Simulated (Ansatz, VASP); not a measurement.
TePb in VASP and in Ansatz

POSCAR

```
TePb
1.0
    0.0439304361      3.2790893661      3.2790893661
    3.2790893661      0.0439304361      3.2790893661
    3.2790893661      3.2790893661      0.0439304361
Pb Te
1 1
Direct
    0.0000000000      0.0000000000      0.0000000000
    0.5000000000      0.5000000000      0.5000000000
```

Contents of INCAR.step1:

```
ALGO     = Normal         # electronic algorithm
EDIFF    = 1E-4           # SCF threshold, eV
ENCUT    = 520            # plane-wave cutoff, eV
GGA      = PE             # functional
ISMEAR   = 0              # smearing method
LASPH    = T              # aspherical terms in the spheres
LCHARG   = F              # write CHGCAR
LREAL    = F              # projectors in reciprocal space
LWAVE    = T              # write WAVECAR
NBANDS   = 17             # bands
NELM     = 60             # most SCF steps
PREC     = Accurate       # precision mode
SIGMA    = 0.01           # smearing width, eV
```

File INCAR.step2:

```
ALGO     = Normal         # electronic algorithm
EDIFF    = 1E-6           # SCF threshold, eV
ENCUT    = 520            # plane-wave cutoff, eV
ISIF     = 2              # what is computed and relaxed
ISMEAR   = 0              # smearing method
ISTART   = 1            
LASPH    = T              # aspherical terms in the spheres
LCHARG   = T              # write CHGCAR
LELF     = T              # ELF
LMIXTAU  = T            
LREAL    = F              # projectors in reciprocal space
LVHAR    = T            
LWAVE    = F              # write WAVECAR
METAGGA  = R2SCAN         # meta-GGA
NBANDS   = 17             # bands
NELM     = 60             # most SCF steps
PREC     = Accurate       # precision mode
SIGMA    = 0.01           # smearing width, eV
```

The input KPOINTS:

```
k-points
0
Gamma
  8 8 8
```

Input for Ansatz:

```yaml
crystal:
  lattice:
    - [0.0439304361, 3.2790893661, 3.2790893661]
    - [3.2790893661, 0.0439304361, 3.2790893661]
    - [3.2790893661, 3.2790893661, 0.0439304361]
  atoms:
    - { symbol: Pb, position: [0.0, 0.0, 0.0] }
    - { symbol: Te, position: [0.5, 0.5, 0.5] }
kpoints:
  mp_grid: { grid: [8, 8, 8] }
  band_path:
    path:
      - [0.0, 0.0, 0.0]
      - [0.5, 0.0, 0.5]
      - [0.625, 0.25, 0.625]
      - [0.375, 0.375, 0.75]
      - [0.5, 0.5, 0.5]
      - [0.5, 0.25, 0.75]
    npoints: 1
hamiltonian:
  xc: r2scan
scf:
  occupations: { method: fixed }
  n_extra_bands: 4
output:
  forces: true
  stress: true
  eigenvalues: true
```

Change from the starting cell: epitaxial_111 strain -1.0%.

Alike in both runs: task single point; functional r2SCAN; k mesh 8 × 8 × 8; no spin polarisation.

|  | VASP | Ansatz |
| --- | --- | --- |
| version | VASP 6.6.1 | Ansatz 0.2.0 |
| potentials or method | VASP PAW PBE potentials, release 64 (Pb_d, Te) | plane waves, PAW |
| plane-wave cutoff (eV) | 520 | 500 |
| occupations | gaussian, width 0.01 eV | fixed |
| valence electrons in the cell | 20 | 30 |

|  | VASP | Ansatz | Ansatz less VASP |
| --- | --- | --- | --- |
| gap on the k mesh at the Fermi level (eV) | 0.93 | 0.93 | -0.003 |
| pressure (GPa) | 0.4 | 0.4 | +0.01 |
| largest component of the traceless stress (GPa) | 0.21 | 0.21 | 0.000 |

The two sets of potentials don't hold the same shells in valence.

Caveats: the PAW data sets were made with another functional, which shifts forces and pressure a little (VASP); spin-orbit coupling is left out, which as a rule narrows the gap of such compounds by several tenths of an eV. A k mesh can miss the band edges.
